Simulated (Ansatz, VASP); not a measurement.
# One calculation of Te2Mo, two programs

```
Mo Te
1.0
     1.77341    1.02388    6.95424
    -1.77341    1.02388    6.95424
     0.00000   -2.04776    6.95424
Mo Te
1 2
Direct
  0.99995 0.99995 0.99995
  0.41904 0.41904 0.41904
  0.24767 0.24767 0.24767
```

Change from the starting cell: uniaxial_z strain -2.1%.

Alike in both runs: task single point; functional r2SCAN; k mesh 8 × 8 × 8; no spin polarisation.

|  | VASP | Ansatz |
| --- | --- | --- |
| version | VASP 6.6.1 | Ansatz 0.2.0 |
| potentials or method | VASP PAW PBE potentials, release 64 (Mo_sv, Te) | plane waves, PAW |
| plane-wave cutoff (eV) | 520 | 500 |
| occupations | gaussian, width 0.01 eV | fixed |
| valence electrons in the cell | 26 | 46 |

VASP gave:

```
gap on the k mesh at the Fermi level (eV)       : 0.92
pressure (GPa)                                  : 1.9
largest component of the traceless stress (GPa) : 0.41
rms of the force components (eV/Å)              : 0.004
```

**Question.** Estimate Ansatz's values.

**Answer.** gap on the k mesh at the Fermi level (eV): 0.93; pressure (GPa): 1.8; largest component of the traceless stress (GPa): 0.35; rms of the force components (eV/Å): 0.017.

Atom by atom the forces differ by 0.013 eV/Å (rms over components). The two sets of potentials don't hold the same shells in valence.

Caveats: the PAW data sets were made with another functional, which shifts forces and pressure a little (VASP); spin-orbit coupling is left out, which moves the levels of the heavy elements. A k mesh can miss the band edges.
